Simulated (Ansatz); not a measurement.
A run of Ansatz 0.2.0 is set up as follows.

File input.yaml:

```yaml
crystal:
  lattice:
    - [0.0, 2.3495, 2.3495]
    - [2.3495, 0.0, 2.3495]
    - [2.3495, 2.3495, 0.0]
  atoms:
    - { symbol: Cd, position: [0.0, 0.0, 0.0] }
    - { symbol: O, position: [0.5, 0.5, 0.5] }
hamiltonian:
  xc: pbe
  pseudopotentials: { kind: paw }
kpoints:
  mp_grid: { grid: [10, 10, 10] }
scf:
  occupations: { method: gaussian, width: 0.026 }
output:
  forces: true
  stress: true
  eigenvalues: true
```

Potentials or basis: Ansatz PAW.

Launch:

```bash
$ ansatz run input.yaml --threads 2 --pin off --max-ram 5632MiB --backend cpu --events-out ev --progress --plain --runs-dir out
```

Q: Estimate the pressure.

A: 6.1 GPa.

Q: Predict the band gap on the k mesh.

A: None (metal or under the smearing width).

Caveat: the pressure holds a Pulay correction of +0.5 GPa for the finite cutoff; this crystal is a semiconductor, whose small gap the functional closes, so the metal is an error of the method.
